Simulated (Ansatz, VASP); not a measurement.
**Two plane-wave programs on SiC**

```
Si C
1.0
     2.86260    0.00000    0.00000
    -1.43130    2.47908    0.00000
     0.00000    0.00000    9.53840
Si C
4 4
Direct
  0.66667 0.33333 0.93783
  0.33333 0.66667 0.43783
  0.00000 0.00000 0.68790
  0.00000 0.00000 0.18790
  0.66667 0.33333 0.74982
  0.33333 0.66667 0.24982
  0.00000 0.00000 0.50045
  0.00000 0.00000 0.00045
```

Alike in both runs: task single point; functional PBEsol; k mesh 12 × 12 × 4; occupations gaussian, width 0.05 eV; no spin polarisation.

```csv
,VASP,Ansatz
version,VASP 6.6.1,Ansatz 0.2.0
potentials or method,"VASP PAW PBE potentials, release 64 (Si, C)","scalar-relativistic, plane waves, PAW"
plane-wave cutoff (eV),520,520
valence electrons in the cell,32,32
```

Ansatz gave:

- gap on the k mesh at the Fermi level (eV): 2.02
- least direct gap on the mesh (eV): 3.25
- rms of the force components (eV/Å): 0.255

Estimate VASP's values.

gap on the k mesh at the Fermi level (eV): 2.01; least direct gap on the mesh (eV): 3.23; rms of the force components (eV/Å): 0.256.

Atom by atom the forces differ by 0.001 eV/Å (rms over components). Ansatz warned: «pseudo_functional_mismatch».

Caveats: the PAW data sets were made with another functional, which shifts forces and pressure a little (VASP). A k mesh can miss the band edges. Expect the measured gap to be larger: semilocal functionals such as PBEsol lack the derivative discontinuity.
